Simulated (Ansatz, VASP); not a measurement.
## One calculation of SnSe, two programs

The input INCAR:

```
SYSTEM = SnSe
PREC = Accurate
ENCUT = 520
EDIFF = 1E-7
ISMEAR = -1
SIGMA = 0.05
LREAL = .FALSE.
LASPH = .TRUE.
NELM = 150
ALGO = Normal
ISIF = 2
LWAVE = .FALSE.
LCHARG = .TRUE.
MAGMOM = 0 0 0 0 0 0
LORBIT = 11
LSORBIT = .TRUE.
GGA_COMPAT = .FALSE.
LORBMOM = .TRUE.
GGA = PS
LVHAR = .TRUE.
NBANDS = 32
```

Contents of KPOINTS:

```
Automatic mesh
0
G
  6 6 6
  0 0 0
```

Contents of POSCAR:

```
SnSe
1.0
    0.0000000000      3.0100000000      3.0100000000
    3.0100000000      0.0000000000      3.0100000000
    3.0100000000      3.0100000000      0.0000000000
Sn Se
1 1
Direct
    0.0000000000      0.0000000000      0.0000000000
    0.5000000000      0.5000000000      0.5000000000
```

Contents of input.yaml:

```yaml
crystal:
  lattice:
    - [0.0, 3.01, 3.01]
    - [3.01, 0.0, 3.01]
    - [3.01, 3.01, 0.0]
  atoms:
    - { symbol: Sn, position: [0.0, 0.0, 0.0] }
    - { symbol: Se, position: [0.5, 0.5, 0.5] }
hamiltonian:
  xc: pbesol
  pseudopotentials: { kind: paw_fr }
magnetization:
  noncollinear: true
  spin_orbit: true
kpoints:
  mp_grid: { grid: [6, 6, 6] }
  band_path:
    path:
      - [[0.0, 0.0, 0.0], [0.5, 0.0, 0.5], [0.5, 0.25, 0.75], [0.375, 0.375, 0.75], [0.0, 0.0, 0.0], [0.5, 0.5, 0.5], [0.625, 0.25, 0.625], [0.5, 0.25, 0.75], [0.5, 0.5, 0.5], [0.375, 0.375, 0.75]]
      - [[0.625, 0.25, 0.625], [0.5, 0.0, 0.5]]
    npoints: 14
scf:
  occupations: { method: fermi_dirac, width: 0.05 }
  n_extra_bands: 6
output:
  forces: true
  stress: true
  eigenvalues: true
  fatbands: true
```

Measurements of this composition are mostly on another form, of space group No. 62.

Alike in both runs: functional PBEsol; k mesh 6 × 6 × 6; occupations fermi-dirac, width 0.05 eV; non-collinear spin, spin-orbit coupling.

|  | VASP | Ansatz |
| --- | --- | --- |
| version | VASP 6.6.1 | Ansatz 0.2.0 |
| potentials or method | VASP PAW PBE potentials, release 64 (Sn_d, Se) | Ansatz PAW |
| plane-wave cutoff (eV) | 520 | 420 |
| valence electrons in the cell | 20 | 30 |
| task | single point | band structure |

|  | VASP | Ansatz | Ansatz less VASP |
| --- | --- | --- | --- |
| gap on the k mesh at the Fermi level (eV) | 0.69 | 0.70 | +0.004 |
| least direct gap on the mesh (eV) | 0.69 | 0.70 | +0.004 |
| pressure (GPa) | -2.3 | -2.3 | -0.04 |
| net moment per atom (μB) | 0.00 | 0.00 | 0.000 |

The two sets of potentials don't hold the same shells in valence.

Caveats: the PAW data sets were made with another functional, which shifts forces and pressure a little (VASP); the PAW data sets come from PBE, with cores solved anew for the run's functional, which leaves a small shift of forces and pressure (Ansatz).
